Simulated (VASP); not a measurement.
Si:

```
Si
1.0
     2.62054    0.00000    0.00000
    -1.31027    2.26946    0.00000
     0.00000    0.00000    2.46635
Si
1
Direct
  0.00000 0.00000 0.00000
```

This isn't the form of Si at room conditions, which is diamond.

| Quantity | Value |
| --- | --- |
| Program | VASP 6.6.1 |
| Task | relaxation of cell and atoms |
| Functional | vdW-DF-cx |
| Potentials or basis | VASP PAW PBE potentials, release 64 (Si) |
| Cutoff | 600 eV |
| k mesh | 12 × 12 × 11 |
| Occupations | fermi-dirac, width 0.05 eV |
| Spin | no spin polarisation |

At the start: pressure 2.5 GPa; volume 14.67 Å³/atom.

Question: Where does the relaxation end?

Answer: Over 3 steps the energy falls by 3.5 meV/atom and the volume is 14.96 Å³/atom (+2.0 %); space group P6/mmm (No. 191, to 0.05 Å).

The path:
```
step  energy change (eV)  largest force (eV/Å)  pressure (GPa)  volume (Å³)
   1              0.0000                0.0000            2.47        14.67
   2             -0.0020                0.0000           -1.39        15.15
   3             -0.0035                0.0000            0.05        14.96
```

Final structure:
```cif
data_structure
_symmetry_space_group_name_H-M 'P 1'
_symmetry_Int_Tables_number 1
_cell_length_a 2.6286
_cell_length_b 2.6286
_cell_length_c 2.4998
_cell_angle_alpha 90.000
_cell_angle_beta 90.000
_cell_angle_gamma 120.000
_cell_volume 14.96
loop_
_atom_site_label
_atom_site_type_symbol
_atom_site_fract_x
_atom_site_fract_y
_atom_site_fract_z
_atom_site_occupancy
Si1 Si 0.00000 0.00000 0.00000 1
```

Caveat: the PAW data sets were made with another functional, which shifts forces and pressure a little.
